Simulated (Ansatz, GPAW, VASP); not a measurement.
## GaAs: programs and potentials compared

```xyz
2
Lattice="0.0000 2.8268 2.8268 2.8268 0.0000 2.8268 2.8268 2.8268 0.0000" Properties=species:S:1:pos:R:3 pbc="T T T"
As    4.2403    4.2403    4.2403
Ga    0.0000    0.0000    0.0000
```

Alike in all runs: task single point; functional PBE; k mesh 8 × 8 × 8; occupations gaussian, width 0.03 eV; no spin polarisation; no spin-orbit coupling. Pressure is positive in compression and, in plane waves, holds the error of the finite cutoff.

| program and potentials | plane-wave cutoff (eV) | notes | band gap (eV) | pressure (GPa) |
| --- | --- | --- | --- | --- |
| GPAW, GPAW PAW data sets (gpaw-data 1.2.1) | 600 | 4 valence electrons an atom on average | 0.59 | 4.33 |
| VASP, PBE PAW files As, Ga_d, 520 eV | 520 | 9 valence electrons an atom on average | 0.52 | 3.46 |
| Ansatz, all-electron LAPW, scalar-relativistic | - | - | 0.52 | 3.27 |

The band gap spans 0.52 (VASP, PBE PAW files As, Ga_d, 520 eV) to 0.59 eV (GPAW, GPAW PAW data sets (gpaw-data 1.2.1)), with all-electron results at 0.52. The pressure spans 3.27 (Ansatz, all-electron LAPW, scalar-relativistic) to 4.33 GPa (GPAW, GPAW PAW data sets (gpaw-data 1.2.1)), with all-electron results at 3.27. Spin-orbit coupling, left out here, moves the band edges of heavy atoms.

Differences between rows come from potentials, basis sets and numerical settings, since the functional is the same but for its coding. Runs on potential files found faulty are left out.

All three runs place GaAs under compression at this cell, which is close to the measured one. This is the usual PBE underbinding: the functional prefers longer Ga-As bonds. Letting the cell expand would probably narrow the gap further, because the conduction edge at the zone centre is an antibonding s state that drops quickly as the bonds lengthen.

VASP reproduces the all-electron gap of 0.52 eV, while GPAW gives 0.59 eV. The electron counts imply that the Ga 3d shell is valence in VASP but frozen in GPAW, so the wider gap may reflect missing repulsion between Ga 3d and As 4p states, which otherwise raises the valence edge.

Even so, this spread is small beside the shortfall from experiment, as every gap lies far below the measured one. The main cause is that the Kohn-Sham gap of a semilocal functional lacks the derivative discontinuity. Agreement with the all-electron result therefore supports the potential, not the predicted optical threshold.
